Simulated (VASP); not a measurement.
Crystal: Be.

```xyz
4
Lattice="3.6456 0.0000 0.0000 -1.2653 2.5969 0.0000 1.8488 -1.0317 3.9776" Properties=species:S:1:pos:R:3 pbc="T T T"
Be    3.3277   -0.4592    2.4606
Be    0.7307    1.5703    0.5754
Be    0.8258   -0.1468    0.7911
Be    3.9821    0.9798    3.8401
```

The cell was built by a generator and needn't be a form met in nature.

The cell isn't the ideal one: random cell without symmetry.

| Quantity | Value |
| --- | --- |
| Program | VASP 6.6.1 |
| Task | relaxation of cell and atoms |
| Functional | PBE |
| Potentials or basis | VASP PAW PBE potentials, release 64 (Be) |
| Cutoff | 600 eV |
| k mesh | 6 × 6 × 4 |
| Occupations | gaussian, width 0.1 eV |
| Spin | no spin polarisation |

At the start: pressure 43.3 GPa; volume 9.41 Å³/atom.

Q: How do energy, volume and symmetry change on relaxing?

A: Over 30 steps the energy falls by 2259.3 meV/atom and the volume is 8.62 Å³/atom (-8.5 %); space group I4/mcm (No. 140, to 0.05 Å).

The path:
| step | energy change (eV) | largest force (eV/Å) | pressure (GPa) | volume (Å³) |
| --- | --- | --- | --- | --- |
| 1 | 0.0000 | 8.9800 | 43.31 | 37.66 |
| 2 | -3.2588 | 8.2416 | 0.24 | 52.77 |
| 3 | -3.4991 | 5.9833 | 6.16 | 47.39 |
| 4 | -5.6849 | 1.2292 | -13.08 | 56.58 |
| 5 | -5.6831 | 1.2526 | -12.94 | 56.43 |
| 6 | -6.5727 | 1.2547 | -11.16 | 49.73 |
| 7 | -7.2044 | 1.5597 | -3.16 | 41.71 |
| 8 | -7.2050 | 1.7495 | 0.25 | 39.95 |
| 9 | -7.6428 | 1.6150 | 8.20 | 35.92 |
| 10 | -7.6428 | 1.6191 | 8.49 | 35.82 |
| 11 | -8.0562 | 1.2757 | 1.57 | 37.37 |
| 12 | -8.2260 | 1.0976 | -4.57 | 39.13 |
| 13 | -8.5156 | 0.7355 | -4.69 | 38.11 |
| 14 | -8.6817 | 0.6166 | -3.84 | 36.88 |
| 15 | -8.7084 | 0.7376 | -3.10 | 36.28 |
| 16 | -8.8953 | 0.4708 | 0.76 | 34.25 |
| 17 | -8.9051 | 0.5135 | 2.16 | 33.72 |
| 18 | -8.9812 | 0.2814 | 0.99 | 33.66 |
| 19 | -8.9821 | 0.2914 | 1.04 | 33.67 |
| 20 | -8.9984 | 0.2091 | -0.15 | 34.01 |
| 21 | -8.9984 | 0.2106 | -0.18 | 34.02 |
| 22 | -9.0063 | 0.1527 | -0.14 | 34.07 |
| 23 | -9.0116 | 0.1936 | -0.03 | 34.14 |
| 24 | -9.0175 | 0.1189 | 0.10 | 34.17 |
| 25 | -9.0200 | 0.1458 | 0.26 | 34.20 |
| 26 | -9.0263 | 0.1223 | 0.11 | 34.30 |
| 27 | -9.0307 | 0.1530 | -0.18 | 34.47 |
| 28 | -9.0352 | 0.0595 | -0.23 | 34.52 |
| 29 | -9.0358 | 0.0541 | -0.26 | 34.55 |
| 30 | -9.0372 | 0.0338 | 0.02 | 34.47 |

Final structure:
```cif
data_structure
_symmetry_space_group_name_H-M 'P 1'
_symmetry_Int_Tables_number 1
_cell_length_a 3.5751
_cell_length_b 3.5831
_cell_length_c 3.5882
_cell_angle_alpha 120.184
_cell_angle_beta 75.422
_cell_angle_gamma 119.822
_cell_volume 34.47
loop_
_atom_site_label
_atom_site_type_symbol
_atom_site_fract_x
_atom_site_fract_y
_atom_site_fract_z
_atom_site_occupancy
Be1 Be 0.56499 0.03868 0.73113 1
Be2 Be 0.24355 0.53629 0.05092 1
Be3 Be 0.24675 0.22121 0.41258 1
Be4 Be 0.92483 0.71822 0.73299 1
```

Caveat: the k mesh is coarse (spacing up to 0.42 Å⁻¹), so the values aren't converged.
